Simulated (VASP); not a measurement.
BN: single point with PBEsol

The system is BN.

```
B N
1.0
     5.00117    0.00000    0.00000
    -3.75087    6.49670    0.00000
     0.00000    0.00000    6.52364
B N
12 12
Direct
  0.15127 0.22602 0.25826
  0.35593 0.11647 0.74313
  0.14694 0.55253 0.25105
  0.36223 0.44591 0.74056
  0.16235 0.89017 0.25345
  0.34663 0.78180 0.74690
  0.65709 0.22433 0.25056
  0.85050 0.11890 0.73669
  0.64852 0.55533 0.25958
  0.86391 0.45827 0.73700
  0.65640 0.89131 0.27018
  0.84797 0.78306 0.75073
  0.18252 0.22317 0.74008
  0.32172 0.11375 0.26039
  0.19214 0.56136 0.74033
  0.31737 0.44549 0.26096
  0.18060 0.89538 0.75521
  0.32489 0.77504 0.25055
  0.69119 0.23467 0.73634
  0.81868 0.11457 0.25667
  0.68411 0.56116 0.73789
  0.81784 0.44654 0.23769
  0.67610 0.89225 0.73596
  0.82819 0.77852 0.26921
```

* Program: VASP 6.6.1
* Task: single point
* Functional: PBEsol
* Potentials or basis: VASP PAW PBE potentials, release 64 (B, N)
* Cutoff: 520 eV
* k mesh: 4 × 2 × 2
* Occupations: fermi-dirac, width 0.02 eV
* Spin: no spin polarisation
* Dipole correction: no
* Further INCAR settings: LREAL = Auto; ALGO = Fast; EDIFF = 1e-06; NBANDS = 66

The pressure is 1.8 GPa. The largest force is 2.588 eV/Å. The band gap on the k mesh is 3.77 eV.

Forces on the atoms (eV/Å):
```
B    0.943 -0.922  0.066
B   -0.465  0.241  0.052
B    0.392  0.948 -0.095
B   -2.582 -0.072 -0.164
B   -0.514 -0.062  0.532
B    0.031  0.250 -0.181
B   -1.416  0.243 -0.028
B    0.082 -0.693  0.152
B    0.702  0.689 -0.311
B   -0.409 -1.217  0.178
B    0.823 -0.548 -0.836
B   -0.591  0.459 -0.680
N    0.418  0.807  0.015
N   -0.008 -0.080 -0.364
N    0.178 -0.250  0.165
N   -0.042 -0.072 -0.126
N    0.767 -0.550 -0.073
N   -0.593  0.701  0.301
N   -0.041 -0.751  0.027
N    0.900 -0.714  0.215
N    1.701  0.701  0.375
N   -0.044 -0.475  0.493
N    0.809  1.070  0.504
N   -1.041  0.296 -0.219
```

Stress tensor (GPa, compression positive):
```
 2.22  1.03 -0.02
 1.03  1.82 -0.01
-0.02 -0.01  1.29
```

Levels at points of the mesh, in eV from the valence-band top:
| k point | band 46 | band 47 | band 48 | band 49 | band 50 | band 51 |
| --- | --- | --- | --- | --- | --- | --- |
| (0.00, 0.00, 0.00) | -0.52 | -0.49 | -0.31 | 3.77 | 4.93 | 5.16 |
| (0.50, 0.00, 0.00) | -0.87 | -0.08 | 0.00 | 4.58 | 4.68 | 5.18 |
| (0.00, 0.50, 0.00) | -0.53 | -0.44 | -0.33 | 4.11 | 4.32 | 4.73 |
| (0.50, 0.50, 0.00) | -1.18 | -0.53 | -0.49 | 5.43 | 5.49 | 5.98 |
| (0.00, 0.00, 0.50) | -1.03 | -0.99 | -0.82 | 4.35 | 4.62 | 5.18 |
| (0.50, 0.00, 0.50) | -0.47 | -0.37 | -0.26 | 4.60 | 4.66 | 4.76 |
| (0.00, 0.50, 0.50) | -1.02 | -0.92 | -0.83 | 4.45 | 4.55 | 4.61 |
| (0.50, 0.50, 0.50) | -1.29 | -1.16 | -1.08 | 5.45 | 5.53 | 5.61 |

Run time: 4.8 min on 1 thread of Intel(R) Xeon(R) Platinum 8259CL CPU @ 2.50GHz (Skylake/Cascade Lake) (shared host), peak memory 0.37 GiB.

Caveat: the k mesh is coarse (spacing up to 0.48 Å⁻¹), so the values aren't converged; the PAW data sets were made with another functional, which shifts forces and pressure a little. A k mesh can miss the band edges.
